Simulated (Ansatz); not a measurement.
**Nb (sc type): how the settings move a single-point run**

How sensitive is a single-point run of Nb (sc type) to its settings? A reference run comes first, then one run with altered input.

Method: reference: DFT, LDA, all-electron LAPW, scalar-relativistic, in Ansatz 0.2.0.

1 further run of the same task is left out (it didn't finish).

## (1) The starting structure

It takes space group Pm-3m (No. 221, cubic). Conventional cell: a = 2.362 Å, b = 2.362 Å, c = 2.362 Å, α = 90.00°, β = 90.00°, γ = 90.00°. Nb (site symmetry m-3m) has 6 Nb at 2.36 Å as nearest neighbours.

As a file:

```
CELL_PARAMETERS angstrom
2.36203 0.00000 0.00000
0.00000 2.36203 0.00000
0.00000 0.00000 2.36203
ATOMIC_POSITIONS crystal
Nb 0.00000 0.00000 0.00000
```

## (2) Baseline

Input file input.yaml:

```yaml
crystal:
  lattice:
    - [2.3620336523, 0.0, 0.0]
    - [0.0, 2.3620336523, 0.0]
    - [0.0, 0.0, 2.3620336523]
  atoms:
    - { symbol: Nb, position: [0.0, 0.0, 0.0] }
kpoints:
  mp_grid: { grid: [14, 14, 14] }
scf:
  occupations: { method: fermi_dirac, width: 0.05 }
hamiltonian:
  xc: lda
  pseudopotentials: { kind: all_electron, lapw: { basis_error: 0.001 } }
output:
  forces: true
  stress: true
  eigenvalues: true
  populations: true
```

Command:

```
ansatz run input.yaml --threads 1 --pin off --max-ram 2048MiB --backend cpu --events-out ev --progress --plain --runs-dir out
```

From the output:

```text
[...]
Basis set: ecut = 322.9012572006758 eV, 171 PW (Γ), exchange–correlation at level 2
[...]
k-points: 120 of 2744
[...]
SCF iter   1: F=—  HF=-103833.855353 eV  |F-HF|=—  |Δ(HF+E_count)|=         —  Δρ=4.00e-2  dr2=1.06e-1  ethr=3.40e-4  ⟨swp⟩=2.7  Hψ=15876  notcnv=0
preconditioner: auto → none  [metal: Δε(μ)=0.030 eV  Ē_g=25.046 eV  σ=0.050 eV  W_gap=0.14  n_scr=6 (ndim 8)  ℏωp=33.9 eV  f_vac=0.000  D(μ)=0.99/eV (n_scr^D=6)  sad-step TF]
SCF iter   2: F=—  HF=-103833.734297 eV  |F-HF|=—  |Δ(HF+E_count)|=   1.21e-1  Δρ=2.16e-2  dr2=2.99e-2  ethr=3.40e-4  ⟨swp⟩=2.0  Hψ=7437  notcnv=0
[...]
SCF iter   5: F=—  HF=-103833.722343 eV  |F-HF|=—  |Δ(HF+E_count)|=   2.03e-5  Δρ=3.57e-5  dr2=8.15e-8  ethr=3.62e-8  ⟨swp⟩=2.1  Hψ=6944  notcnv=0
SCF iter   6: F=-103833.722343 eV  HF=-103833.722343 eV  |F-HF|=1.14e-9  |Δ(HF+E_count)|=   1.76e-8  Δρ=2.83e-6  dr2=5.94e-10  ethr=2.63e-10  ⟨swp⟩=3.0  Hψ=7136  notcnv=0
[...]
SCF converged after 6 iterations
Free energy (F): -103833.722343 eV
[...]
E sigma→0 (E₀):  -103833.718851 eV
[...]
Fermi energy:    28.191962 eV
[...]
  P = ⅓ Tr σ = 109.6842 GPa (1096.842 kbar)
[...]
```

Run time: 19 s. Hardware: 1 thread of Arm Neoverse N1, shared host; peak memory 0.33 GiB.

## (3) Changed: mp_grid.grid [7, 7, 7], accuracy low

input.yaml, as its differences from that of step 2:

```diff
@@ -8,3 +8,3 @@
 kpoints:
-  mp_grid: { grid: [14, 14, 14] }
+  mp_grid: { grid: [7, 7, 7] }
 scf:
@@ -19 +19,2 @@
   populations: true
+accuracy: low
```

Command:

```
ansatz run input.yaml --threads 1 --pin off --max-ram 2048MiB --backend cpu --events-out ev --progress --plain --runs-dir out
```

The log of the run:

```text
Nb: projections on atomic orbitals take those of the free atom 1s2 2s2 2p6 3s2 3p6 3d10 4s2 4p6 4d4 5s1, of charge +0.00 (hamiltonian.pseudopotentials.projection_atoms)
LAPW: plane waves up to 9.206 Å⁻¹, error target 1.0e-3 eV per atom; small_component_spin mean_spin; Nb in spheres of 1.181 Å, 31 of its electrons in bands, Dirac shells []
Engine: ansatz 0.2.0
Pseudopotentials: kind: all_electron
Pseudopotential: Nb, LAPW, valence charge 31, Koelling and Harmon's equation, gaussian nucleus
Functional definition: SPW92
  exchange = slater_x
  correlation = pw_c
Crystal: 1 atoms, lattice volume = 13.178 Å³
Basis set: ecut = 322.9012572006758 eV, 171 PW (Γ), exchange–correlation at level 2
Bands: 20, of which v1, the nominal top of the filled ones, is band 16 counted from 1 (15 counted from 0)
Symmetry: 48 space group operations
Space group: Pm-3m (ITA 221), of the structure as read, at distance tolerance 2.4e-5 Å
k-points: 20 of 343
Non-local potential: Nb, projectors of the file, none
Initial density: superposition of atomic densities (chi_scale 0.1, normalization cell)
Initial wavefunctions: plane waves of lowest kinetic energy (no species holds an atomic orbital)
Functional: x = slater, c = lda
iter 1 solved again at ethr=3.52e-4 eV; its pass at ethr=1.00e-1 eV (dr2=1.09e-1 eV) is discarded
SCF iter   1: F=—  HF=-103833.811114 eV  |F-HF|=—  |Δ(HF+E_count)|=         —  Δρ=4.33e-2  dr2=1.10e-1  ethr=3.52e-4  ⟨swp⟩=2.6  Hψ=2626  notcnv=0
preconditioner: auto → none  [insulator: Δε(μ)=0.318 eV  Ē_g=25.094 eV  σ=0.050 eV  W_gap=0.70  n_scr=6 (ndim 8)  ℏωp=33.9 eV  f_vac=0.000  D(μ)=0.75/eV (n_scr^D=6)  ε∞_Penn≈2.8]
SCF iter   2: F=—  HF=-103833.687394 eV  |F-HF|=—  |Δ(HF+E_count)|=   1.24e-1  Δρ=1.80e-2  dr2=1.36e-2  ethr=3.52e-4  ⟨swp⟩=2.0  Hψ=1240  notcnv=0
iter 3 solved again at ethr=3.65e-6 eV; its pass at ethr=4.37e-5 eV (dr2=1.13e-3 eV) is discarded
SCF iter   3: F=—  HF=-103833.680241 eV  |F-HF|=—  |Δ(HF+E_count)|=   7.15e-3  Δρ=5.20e-3  dr2=1.13e-3  ethr=3.65e-6  ⟨swp⟩=2.0  Hψ=1950  notcnv=0
SCF iter   4: F=—  HF=-103833.679810 eV  |F-HF|=—  |Δ(HF+E_count)|=         —  Δρ=2.77e-4  dr2=3.51e-6  ethr=3.65e-6  ⟨swp⟩=2.0  Hψ=1155  notcnv=0
the basis was enlarged: its passes take 435.4 KiB over the memory plan, 1 of 1 planned eigensolver slots
SCF iter   5: F=—  HF=-103833.679809 eV  |F-HF|=—  |Δ(HF+E_count)|=   8.58e-7  Δρ=5.03e-5  dr2=1.91e-7  ethr=1.13e-8  ⟨swp⟩=2.0  Hψ=1155  notcnv=0
SCF iter   6: F=-103833.679809 eV  HF=-103833.679809 eV  |F-HF|=1.46e-10  |Δ(HF+E_count)|=   7.47e-9  Δρ=1.98e-6  dr2=2.28e-10  ethr=6.16e-10  ⟨swp⟩=2.0  Hψ=1156  notcnv=0
SCF 1 converged in 6 iterations: F = -103833.679809 eV  dr2 = 2.28e-10
SCF converged after 6 iterations
Free energy (F): -103833.679809 eV
Harris-Foulkes:  -103833.679809 eV  (|F-HF|=1.46e-10)
Internal energy: -103833.673961 eV  (E = F + TS)
E sigma→0 (E₀):  -103833.676885 eV
Entropy (-TS):   -0.005848 eV (-5.848 meV/atom)
Fermi energy:    28.139474 eV
--- Per-component energies (eV) ---
  E_band       = -4258.234948
  E_kinetic    = 107421.699494
  E_xc         = -3136.792857
  E_electrostatic = -208118.580598  (all electrons and nuclei)
  E_smearing   = -0.005848  (= −TS)
  E_closure    = 0.000000  (closes the sum)
  E_atoms      = -103824.909646  (free atoms, spherical and without spin; not in F)
  Σ components = -103833.679809   (vs F -103833.679809, Δ=0.00e0)
  Basis errors (estimates in eV, not in F): energy 3.2e-4 per atom: plane waves 2.8e-4 (1.6e-4 summed), levels above the bands 3.5e-127, relativity 2.2e-8, radial functions 4.0e-5, core shells 5.4e-12; eigenvalues (radial functions only) 2.4e-6; not estimated: angular momenta, meshes, grids; target (lapw.basis_error) 1.0e-3; muffin-tin radii Nb 1.181 Å
--- Forces (eV/Å), atoms counted from 1 ---
  atom   1  Nb     0.00000000    -0.00000000    -0.00000000
  max |Σ_I F_I| component: 2.30e-30 eV/Å
--- Stress (GPa, compression-positive) ---
      118.618154       0.000000       0.000000
        0.000000     118.618154       0.000000
        0.000000       0.000000     118.618154
  P = ⅓ Tr σ = 118.6182 GPa (1186.182 kbar)
--- Band table (eV; the first three rows and the last of 20) ---
  k-point 0: bands = ["-404.3535", "-312.9733", "-312.9733", "-312.9733", "-163.2200", "-163.2200", "-163.2200", "-163.1859", "-163.1859", "-27.0318", "-0.6646", "-0.6646", "-0.6646", "22.0085", "23.1247", "23.1247", "36.2483", "36.2483", "36.2483", "46.6604"]
  k-point 1: bands = ["-404.3535", "-312.9733", "-312.9733", "-312.9733", "-163.2200", "-163.2200", "-163.2200", "-163.1859", "-163.1858", "-26.8930", "-1.6206", "-0.5803", "-0.5803", "22.6722", "23.3716", "24.6728", "34.6181", "34.6181", "36.3695", "43.9840"]
  k-point 2: bands = ["-404.3535", "-312.9733", "-312.9733", "-312.9733", "-163.2201", "-163.2201", "-163.2200", "-163.1859", "-163.1856", "-26.5658", "-3.4993", "-0.3860", "-0.3860", "23.9179", "23.9821", "28.2763", "32.0487", "32.0487", "36.6533", "41.0871"]
  k-point 19: bands = ["-404.3535", "-312.9733", "-312.9733", "-312.9733", "-163.2202", "-163.2202", "-163.2202", "-163.1851", "-163.1851", "-24.8751", "-3.4996", "-3.4815", "-3.4815", "23.1362", "23.5757", "23.5757", "35.7232", "38.7651", "38.7651", "45.7145"]
--- Löwdin populations: 1 site ---
  site symbol       q [e]
     0     Nb     40.9712
  spilling = 0.000702 (of n_electrons = 41.000000)
```

Wall time 4 s (1 thread of Arm Neoverse N1, shared host); peak memory 0.24 GiB.

Changing the k-point mesh and accuracy level moves the energy by +42.5 meV/atom, and the pressure goes from 109.7 to 118.6 GPa. Cost: 4 s against 19 s. These settings are too coarse to quote as the system's properties.

## (4) Comparison

| run | ending | energy change | pressure (GPa) | gap (eV) | force (eV/Å) | cycles | time |
| --- | --- | --- | --- | --- | --- | --- | --- |
| reference | converged | 0 | 109.7 | 0.00 | 0.00 | 6 | 19 s |
| 1: mp_grid.grid [7, 7, 7], accuracy low | converged | +42.5 meV/atom | 118.6 | 0.00 | 0.00 | 6 | 4 s |

Residual by cycle in the longest SCF loop of each run; runs are numbered as in the table. The quantity is the density residual dr2, in eV.

| cycle | reference | run 1 |
| --- | --- | --- |
| 1 | 0.106 | 0.11 |
| 2 | 0.0299 | 0.0136 |
| 3 | 0.00244 | 0.00113 |
| 4 | 1.1e-5 | 3.5e-6 |
| 5 | 8.1e-8 | 1.9e-7 |
| 6 | 5.9e-10 | 2.3e-10 |

Changing the k-point mesh and accuracy level moves the energy by +42.5 meV/atom, and the pressure goes from 109.7 to 118.6 GPa. Cost: 4 s against 19 s. The structure is not at rest: the sound run finds 110 GPa, so these are no properties of the relaxed crystal. 
